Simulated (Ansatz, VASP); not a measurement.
**SiC3: VASP beside Ansatz**

```
CELL_PARAMETERS angstrom
2.51515 0.00000 0.00000
-1.25758 2.17819 0.00000
0.00000 0.00000 5.90803
ATOMIC_POSITIONS crystal
Si 0.00000 0.00000 0.00000
C 0.00000 0.00000 0.65269
C 0.00000 0.00000 0.34731
C 0.66667 0.33333 0.50000
```

Alike in both runs: functional PBE; k mesh 6 × 6 × 4; occupations gaussian, width 0.1 eV; no spin polarisation.

Ansatz relaxed the structure, and its values are those at the end. VASP's run is a single point on that final structure, the one shown.

```csv
,VASP,Ansatz
version,VASP 6.6.1,Ansatz 0.2.0
potentials or method,"VASP PAW PBE potentials, release 64 (Si, C)","scalar-relativistic, plane waves, PAW"
plane-wave cutoff (eV),520,420
valence electrons in the cell,16,16
```

```csv
,VASP,Ansatz,Ansatz less VASP
gap on the k mesh at the Fermi level (eV),none,none,-
pressure (GPa),0.2,0.1,-0.07
rms of the force components (eV/Å),0.006,0.005,-0.0014
```

A gap of «none» marks a metal or a gap that the smearing closes.

Caveats: the k mesh is coarse (spacing up to 0.48 Å⁻¹), so the values aren't converged.
